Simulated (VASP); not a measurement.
# Pd (Fm-3m) in VASP: a series of runs

Aim: see how the results for Pd move with the level of theory and the settings. Levels: r2SCAN, PBEsol, PBE. Tasks: relaxation of cell and atoms.

Everything below comes from runs of VASP 6.6.1. Logs are shortened: lines on timing, memory, paths and dates and some standing lists are left out, and cuts for length are marked.

## (1) The structure

The structure is cubic, space group Fm-3m (No. 225). Conventional cell: a = 3.913 Å, b = 3.913 Å, c = 3.913 Å, α = 90.00°, β = 90.00°, γ = 90.00°. Around Pd (site symmetry m-3m) lie 12 Pd at 2.77 Å.

## (2) Relaxation of cell and atoms, r2SCAN

File INCAR:

```
SYSTEM = Pd
  PREC = Accurate
  ENCUT = 600
  EDIFF = 1E-7
  ISMEAR = 1
  SIGMA = 0.1
  LREAL = .FALSE.
  LASPH = .TRUE.
  NELM = 80
  ALGO = Normal
  ISIF = 3
  LWAVE = .FALSE.
  LCHARG = .FALSE.
  METAGGA = R2SCAN
  LMIXTAU = .TRUE.
  IBRION = 2
  NSW = 90
  EDIFFG = -0.005
```

File KPOINTS:

```
regular mesh
0
G
  16 16 16
  0 0 0
```

File POSCAR:

```
Pd                                      
1.0
    0.0000000000      1.9562639900      1.9562639900
    1.9562639900     -0.0000000000      1.9562639900
    1.9562639900      1.9562639900      0.0000000000
  Pd            
     1
Direct
     0.0000000000000000    0.0000000000000000    0.0000000000000000
```

Potentials or basis: VASP PAW PBE potentials, release 64 (Pd).

The run is started by

```bash
$ cat potpaw_PBE.64/Pd/POTCAR > POTCAR
$ mpirun -np 1 vasp_std > vasp.out
```

OUTCAR:

```text
SYSTEM = Pd
   PREC = Accurate
   ENCUT = 600
   EDIFF = 1E-7
   ISMEAR = 1
   LREAL = .FALSE.
   LASPH = .TRUE.
   NELM = 80
   ISIF = 3
   METAGGA = R2SCAN
   IBRION = 2
   NSW = 90
   EDIFFG = -0.005

 ion  position               nearest neighbor table
   1  0.000  0.000  0.000-

  LATTYP: Found a face centered cubic cell.
 ALAT       =     3.9125279800

  Lattice vectors:

 A1 = (   0.0000000000,   1.9562639900,   1.9562639900)
 A2 = (   1.9562639900,   0.0000000000,   1.9562639900)
 A3 = (   1.9562639900,   1.9562639900,   0.0000000000)

Analysis of symmetry for initial positions (statically):
=====================================================================
 Subroutine PRICEL returns:
 Original cell was already a primitive cell.

 Routine SETGRP: Setting up the symmetry group for a
 face centered cubic supercell.

 Subroutine GETGRP returns: Found 48 space group operations
 (whereof 48 operations were pure point group operations)
 out of a pool of 48 trial point group operations.

The static configuration has the point symmetry O_h .

Analysis of symmetry for dynamics (positions and initial velocities):
=====================================================================
 Subroutine PRICEL returns:
 Original cell was already a primitive cell.

 Routine SETGRP: Setting up the symmetry group for a
 face centered cubic supercell.

 Subroutine GETGRP returns: Found 48 space group operations
 (whereof 48 operations were pure point group operations)
 out of a pool of 48 trial point group operations.

The dynamic configuration has the point symmetry O_h .

 Subroutine INISYM returns: Found 48 space group operations
 (whereof 48 operations are pure point group operations),
 and found     1 'primitive' translations

----------------------------------------------------------------------------------------

                                     Primitive cell

  volume of cell :      14.9731

  direct lattice vectors                    reciprocal lattice vectors
     0.000000000  1.956263990  1.956263990    -0.255589226  0.255589226  0.255589226
     1.956263990  0.000000000  1.956263990     0.255589226 -0.255589226  0.255589226
     1.956263990  1.956263990  0.000000000     0.255589226  0.255589226 -0.255589226

  length of vectors
     2.766575066  2.766575066  2.766575066     0.442693526  0.442693526  0.442693526

  position of ions in fractional coordinates (direct lattice)
     0.000000000  0.000000000  0.000000000

  ion indices of the primitive-cell ions
   primitive index   ion index
                 1           1

----------------------------------------------------------------------------------------

 KPOINTS: regular mesh

Automatic generation of k-mesh.
 Grid dimensions read from file:
 generate k-points for:   16   16   16

 Generating k-lattice:

  Cartesian coordinates                     Fractional coordinates (reciprocal lattice)
    -0.015974327  0.015974327  0.015974327     0.062500000  0.000000000  0.000000000
     0.015974327 -0.015974327  0.015974327     0.000000000  0.062500000  0.000000000
     0.015974327  0.015974327 -0.015974327     0.000000000  0.000000000  0.062500000

  Length of vectors
     0.027668345  0.027668345  0.027668345

  Shift w.r.t. Gamma in fractional coordinates (k-lattice)
     0.000000000  0.000000000  0.000000000

 Subroutine IBZKPT returns following result:
 ===========================================

 Found    145 irreducible k-points:

 Following reciprocal coordinates:
            Coordinates               Weight
  0.000000  0.000000  0.000000      1.000000
  0.062500  0.000000  0.000000      8.000000
  0.125000  0.000000  0.000000      8.000000
  0.187500  0.000000  0.000000      8.000000
  0.250000  0.000000  0.000000      8.000000
  0.312500  0.000000  0.000000      8.000000
[... 16 lines left out ...]
 -0.125000  0.062500  0.000000     24.000000
 -0.062500  0.062500  0.000000     12.000000
 [... further k-points ...]
   k-points           NKPTS =    145   k-points in BZ     NKDIM =    145   number of bands    NBANDS=      9
   number of dos      NEDOS =    301   number of ions     NIONS =      1
   total plane-waves  NPLWV =  13824
   dimension x,y,z NGX =    24 NGY =   24 NGZ =   24
   dimension x,y,z NGXF=    48 NGYF=   48 NGZF=   48
   ions per type =               1
   NGX,Y,Z   is equivalent  to a cutoff of  14.42, 14.42, 14.42 a.u.
   NGXF,Y,Z  is equivalent  to a cutoff of  28.84, 28.84, 28.84 a.u.
 SYSTEM =  Pd
   PREC   = accura    normal or accurate (medium, high low for compatibility)
   ISTART =      0    job   : 0-new  1-cont  2-samecut
   ICHARG =      2    charge: 1-file 2-atom 10-const
   ISPIN  =      1    spin polarized calculation?
   LNONCOLLINEAR =      F non collinear calculations
   LSORBIT =      F    spin-orbit coupling
   LASPH  =      T    aspherical Exc in radial PAW
   ENCUT  =  600.0 eV  44.10 Ry    6.64 a.u.   5.53  5.53  5.53*2*pi/ulx,y,z
   NELM   =     80;   NELMIN=  2; NELMDL= -5     # of ELM steps
   EDIFF  = 0.1E-06   stopping-criterion for ELM
   LREAL  =      F    real-space projection
   EDIFFG = -.5E-02   stopping-criterion for IOM
   NSW    =     90    number of steps for IOM
   IBRION =      2    ionic relax: 0-MD 1-quasi-New 2-CG
   NFREE  =      1    steps in history (QN), initial steepest desc. (CG)
   ISIF   =      3    stress and relaxation
   ISYM   =      2    0-nonsym 1-usesym 2-fastsym
   POTIM  = 0.5000    time-step for ionic-motion
   TEBEG  =    0.0;   TEEND  =   0.0 temperature during run
   PSTRESS=    0.0 pullay stress
   NELECT =      10.0000    total number of electrons
   NUPDOWN=      -1.0000    fix difference up-down
   EMIN   =  10.00;   EMAX   =-10.00  energy-range for DOS
   EFERMI =   0.00;   METHOD = LEGACY
   ISMEAR =     1;   SIGMA  =   0.10  broadening in eV -4-tet -1-fermi 0-gaus
   EFERMI_NEDOS =   21; number of points for ismear=-14 and -15
   IALGO  =     38    algorithm
   IMIX   =      4    mixing-type and parameters
     AMIX     =   0.40;   BMIX     =  1.00
     AMIX_MAG =   1.60;   BMIX_MAG =  1.00
  volume/ion in A,a.u.               =      14.97       101.04
  Fermi-wavevector in a.u.,A,eV,Ry     =   1.430993  2.704184 27.861190  2.047740
  Thomas-Fermi vector in A             =   2.550778
   LORBIT       =      0    0 simple, 1 ext, 2 COOP (PROOUT), +10 PAW based schemes
   METAGGA = R2SCAN    functional components
   LHFCALC =     F    Hartree Fock is set to
   AEXX    =    0.0000 exact exchange contribution
   IVDW    =     0    specifies the selected vdW correction
   LEPSILON=     F    determine dielectric tensor
   LRPA    =     F    only Hartree local field effects (RPA)
 conjugate gradient relaxation of ions
 non-spin polarized calculation
 Methfessel and Paxton  Order N= 1 SIGMA  =   0.10
  energy-cutoff  :      600.00
  volume of cell :       14.97
 maximum number of plane-waves:       531
 NGX is ok and might be reduce to    24
   NGX = 11   NGY = 11   NGZ = 11

 number of electron      10.0000000 magnetization

 number of electron       9.9999999 magnetization

 Free energy of the ion-electron system (eV)
  ---------------------------------------------------
  ext. energy  EPLUGINS =         0.00000000
  ---------------------------------------------------
  free energy    TOTEN  =       -22.94663158 eV

  energy without entropy =      -22.94619600  energy(sigma->0) =      -22.94648639

 E-fermi :   9.3720     XC(G=0): -14.0164

 val. band max:        9.3570556884   @ k =   0.5000   0.1250   0.0000
 cond. band min:       9.3758093833   @ k =  -0.3125   0.3750   0.1875
 fundamental gap:      0.0187536948
 Fermi energy:         9.3720297736

 k-point     1 :       0.0000    0.0000    0.0000
  band No.  band energies     occupation
      1       2.2916      2.00000
      2       6.5193      2.00000
      3       6.5193      2.00000
      4       6.5193      2.00000
      5       8.0911      2.00000
      6       8.0911      2.00000
      7      27.3733      0.00000
      8      31.9024      0.00000
      9      32.2705      0.00000

 k-point     2 :       0.0625    0.0000    0.0000
  band No.  band energies     occupation
      1       2.4368      2.00000
      2       6.4691      2.00000
      3       6.5692      2.00000
      4       6.5692      2.00000
      5       8.0679      2.00000
      6       8.0679      2.00000
      7      27.5179      0.00000
      8      31.2872      0.00000
      9      31.9441      0.00000

 k-point     3 :       0.1250    0.0000    0.0000
  band No.  band energies     occupation
      1       2.8504      2.00000
      2       6.3531      2.00000
      3       6.6928      2.00000
      4       6.6928      2.00000
      5       8.0270      2.00000
      6       8.0270      2.00000
      7      27.7625      0.00000
      8      29.4940      0.00000
      9      31.9347      0.00000

 k-point     4 :       0.1875    0.0000    0.0000
  band No.  band energies     occupation
      1       3.4420      2.00000
      2       6.2915      2.00000
      3       6.8040      2.00000
      4       6.8040      2.00000
      5       8.0590      2.00000
      6       8.0590      2.00000
      7      26.7171      0.00000
      8      28.6546      0.00000
      9      31.9177      0.00000

 k-point     5 :       0.2500    0.0000    0.0000
  band No.  band energies     occupation
      1       3.9758      2.00000
      2       6.5478      2.00000
      3       6.8019      2.00000
      4       6.8019      2.00000
      5       8.2620      2.00000
      6       8.2620      2.00000
      7      24.4722      0.00000
      8      28.4430      0.00000
      9      31.9130      0.00000

 k-point     6 :       0.3125    0.0000    0.0000
  band No.  band energies     occupation
      1       4.1851      2.00000
      2       6.6990      2.00000
      3       6.6990      2.00000
      4       7.3929      2.00000
      5       8.6033      2.00000
      6       8.6033      2.00000
      7      22.0730      0.00000
      8      27.9055      0.00000
      9      31.9125      0.00000
[... 169 lines left out ...]
 k-point    21 :      -0.2500    0.0625    0.0000
  band No.  band energies     occupation
      1       4.2051      2.00000
      2       6.5141      2.00000
      3       6.8261      2.00000
      4       6.8463      2.00000
      5       8.1088      2.00000
      6       8.7796      2.00000
      7      23.7597      0.00000
      8      28.1988      0.00000
      9      31.8638      0.00000

 k-point    22 :      -0.1875    0.0625    0.0000
  band No.  band energies     occupation
      1       3.7628      2.00000
      2       6.1952      2.00000
      3       6.8609      2.00000
      4       6.8910      2.00000
      5       7.8588      2.00000
      6       8.3952      2.00000
      7      26.0972      0.00000
      8      28.5043      0.00000
      9      31.9155      0.00000

 k-point    23 :      -0.1250    0.0625    0.0000
  band No.  band energies     occupation
      1       3.1560      2.00000
      2       6.2322      2.00000
      3       6.7829      2.00000
      4       6.8086      2.00000
      5       7.8464      2.00000
      6       8.1909      2.00000
      7      27.7917      0.00000
      8      28.8535      0.00000
      9      32.0159      0.00000

 k-point    24 :      -0.0625    0.0625    0.0000
  band No.  band energies     occupation
      1       2.6727      2.00000
      2       6.3719      2.00000
      3       6.6380      2.00000
      4       6.6766      2.00000
      5       7.9574      2.00000
      6       8.1171      2.00000
      7      27.7236      0.00000
      8      30.3758      0.00000
      9      31.9537      0.00000

 [... further k-points ...]

------------------------ aborting loop because EDIFF is reached ----------------------------------------

  FORCE on cell =-STRESS in cart. coord.  units (eV):
  Direction    XX          YY          ZZ          XY          YZ          ZX
  --------------------------------------------------------------------------------------
  -------------------------------------------------------------------------------------
  Total        0.0000760      0.0000760      0.0000760      0.0000000      0.0000000     -0.0000000
  in kB        0.0081325      0.0081325      0.0081325      0.0000000      0.0000000     -0.0000000
  external PRESSURE =       0.0081325 kB  Pullay stress =       0.0000000 kB

 VOLUME and BASIS-vectors are now :
 -----------------------------------------------------------------------------
  energy-cutoff  :      600.00
  volume of cell :       14.97
      direct lattice vectors                 reciprocal lattice vectors
     0.000000000  1.956263990  1.956263990    -0.255589226  0.255589226  0.255589226
     1.956263990  0.000000000  1.956263990     0.255589226 -0.255589226  0.255589226
     1.956263990  1.956263990  0.000000000     0.255589226  0.255589226 -0.255589226

 POSITION                                       TOTAL-FORCE (eV/Angst)
 -----------------------------------------------------------------------------------
      0.00000      0.00000      0.00000         0.000000      0.000000      0.000000
 -----------------------------------------------------------------------------------
    total drift:                               -0.000000      0.000000     -0.000000

  FREE ENERGIE OF THE ION-ELECTRON SYSTEM (eV)
  ---------------------------------------------------
  free  energy   TOTEN  =       -22.9466315828 eV

  energy  without entropy=      -22.9461960032  energy(sigma->0) =      -22.94648639

 reached required accuracy - stopping structural energy minimisation
```

Wall time 49 s (1 thread of Intel Xeon Platinum 8559C (Emerald Rapids), shared host); peak memory 0.16 GiB.

Results:

| Item | Value |
| --- | --- |
| Free energy | -22.9466 eV |
| Pressure after relaxing | 0.0 GPa |
| Band gap on the k mesh | none (metal or under the smearing width) |

Final structure:
```yaml
crystal:
  lattice:
    - [0.00000, 1.95626, 1.95626]
    - [1.95626, 0.00000, 1.95626]
    - [1.95626, 1.95626, 0.00000]
  atoms:
    - { symbol: Pd, position: [0.00000, 0.00000, 0.00000] }
```

Caveat: the relaxation stopped at its first step, so nothing moved; the PAW data sets were made with another functional, which shifts forces and pressure a little.

## (3) Relaxation of cell and atoms, PBEsol

This run uses another cell than the first one, of 14.75 Å³/atom, 0.985 times its volume.

File INCAR:

```
PREC = Accurate
ENCUT = 600
EDIFF = 1E-6
ISMEAR = 1
SIGMA = 0.1
LREAL = False
LASPH = True
NELM = 80
ALGO = Normal
ISIF = 3
LWAVE = False
LCHARG = False
GGA = PS
IBRION = 2
NSW = 90
EDIFFG = -0.01
```

File KPOINTS:

```
regular mesh
0
Gamma
  16 16 16
```

File POSCAR:

```
Pd
1.0
    0.0000000000      1.9465000000      1.9465000000
    1.9465000000      0.0000000000      1.9465000000
    1.9465000000      1.9465000000      0.0000000000
Pd
1
Direct
    0.0000000000      0.0000000000      0.0000000000
```

Potentials or basis: VASP PAW PBE potentials, release 64 (Pd).

The run is started by

```bash
$ cat potpaw_PBE.64/Pd/POTCAR > POTCAR
$ mpirun -np 1 vasp_std > vasp.out
```

Run time: 15 s. Hardware: 1 thread of Intel Xeon 6975P-C (Granite Rapids), shared host; peak memory 0.16 GiB.

Results (log left out):

- Free energy: -5.9601 eV
- Relaxed volume: 14.53 Å³/atom
- Relaxed cell: a = 2.739 Å, b = 2.739 Å, c = 2.739 Å, α = 60.00°, β = 60.00°, γ = 60.00°
- Space group after relaxing (to 0.05 Å): Fm-3m (No. 225)
- Energy gained by relaxing: 2.1 meV/atom
- Ionic steps: 3
- Pressure after relaxing: 0.0 GPa
- Band gap on the k mesh: none (metal or under the smearing width)

The path:
```
step  energy change (eV)  largest force (eV/Å)  pressure (GPa)  volume (Å³)
   1              0.0000                0.0000           -2.99        14.75
   2              0.0039                0.0000            5.51        14.17
   3             -0.0021                0.0000           -0.01        14.53
```

Final structure:
```
Pd
1.0
     0.00000    1.93675    1.93675
     1.93675    0.00000    1.93675
     1.93675    1.93675    0.00000
Pd
1
Direct
  0.00000 0.00000 0.00000
```

Levels at points of the mesh, in eV from the Fermi level:
```tsv
k point	band 2	band 3	band 4	band 5	band 6	band 7	band 8	band 9
(0.00, 0.00, 0.00)	-2.94	-2.94	-2.94	-1.26	-1.26	17.11	21.97	21.97
(0.50, 0.00, 0.00)	-2.98	-2.98	-0.03	-0.03	0.86	7.37	16.47	21.14
(0.50, 0.50, 0.00)	-5.27	-0.05	0.29	0.29	3.23	10.85	13.17	13.17
```

Caveat: the PAW data sets were made with another functional, which shifts forces and pressure a little.

(Continued in part 2 of 2.)
